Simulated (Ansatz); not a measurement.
**Energy landscape near a Rb structure**

These are results of Ansatz, DFT PBE, scalar-relativistic, plane waves, PAW, not measurements.

Plane waves to 420 eV, a k mesh through Γ of 9×9×6 on the computed 2-atom cell and Gaussian smearing (0.10 eV); no spin polarisation.

Reference cell:

```xyz
2
Lattice="5.0882 0.0000 0.0000 -2.5441 4.4065 0.0000 0.0000 0.0000 8.4421" Properties=species:S:1:pos:R:3 pbc="T T T"
Rb    0.0000    2.9377    2.1105
Rb    2.5441    1.4688    6.3315
```

Each variant moves atoms of this cell by the vectors given, if any (Å), and then applies a symmetric strain (tensor components, Cartesian axes). The reference cell isn't relaxed at this level. Energies are per atom at zero smearing, counted from the lowest variant. Pressure is positive in compression.

1. strain (xx yy zz yz xz xy, %) -3.02 -3.02 5.98 0.00 0.00 0.00
2. strain (xx yy zz yz xz xy, %) 3.25 3.25 6.25 0.00 0.00 0.00
3. strain (xx yy zz yz xz xy, %) 3.61 3.61 0.61 0.00 0.00 0.00

```csv
result,ΔE (meV/atom),P (GPa)
A,12.3,-0.32
B,0.0,-0.06
C,3.8,-0.25
```

(1) Which variant gave which result?

Answers

(1) A is 2, B is 1, C is 3. The pressure falls as the cell grows: from the smallest volume to the largest the variants are 1, 3, 2.

This form isn't the element's structure at ambient conditions.